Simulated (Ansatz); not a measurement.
BAs:

```
As B
1.0
     0.00000    2.38850    2.38850
     2.38850    0.00000    2.38850
     2.38850    2.38850    0.00000
As B
1 1
Direct
  0.75000 0.75000 0.75000
  0.00000 0.00000 0.00000
```

| Quantity | Value |
| --- | --- |
| Program | Ansatz 0.2.0 |
| Task | relaxation of cell and atoms |
| Functional | revPBE |
| Potentials or basis | all-electron LAPW, scalar-relativistic |
| Basis error allowed | 0.001 eV/atom |
| k mesh | 10 × 10 × 10 |
| Occupations | fermi-dirac, width 0.05 eV |
| Spin | no spin polarisation |

At the start: volume 13.63 Å³/atom.

**Question.** Where does the relaxation end?

**Answer.** Over 5 steps the energy falls by 6.9 meV/atom and the volume is 14.11 Å³/atom (+3.5 %); space group F-43m (No. 216, to 0.05 Å).

Step by step:
```csv
step,energy change (eV),largest force (eV/Å),volume (Å³)
1,0.0000,0.0000,27.25
2,-0.0126,0.0000,27.93
3,-0.0138,0.0000,28.20
4,-0.0138,0.0000,28.22
5,-0.0138,0.0000,28.22
```

Final structure:
```yaml
crystal:
  lattice:
    - [0.00000, 2.41634, 2.41634]
    - [2.41634, 0.00000, 2.41634]
    - [2.41634, 2.41634, 0.00000]
  atoms:
    - { symbol: As, position: [0.75000, 0.75000, 0.75000] }
    - { symbol: B, position: [0.00000, 0.00000, 0.00000] }
```
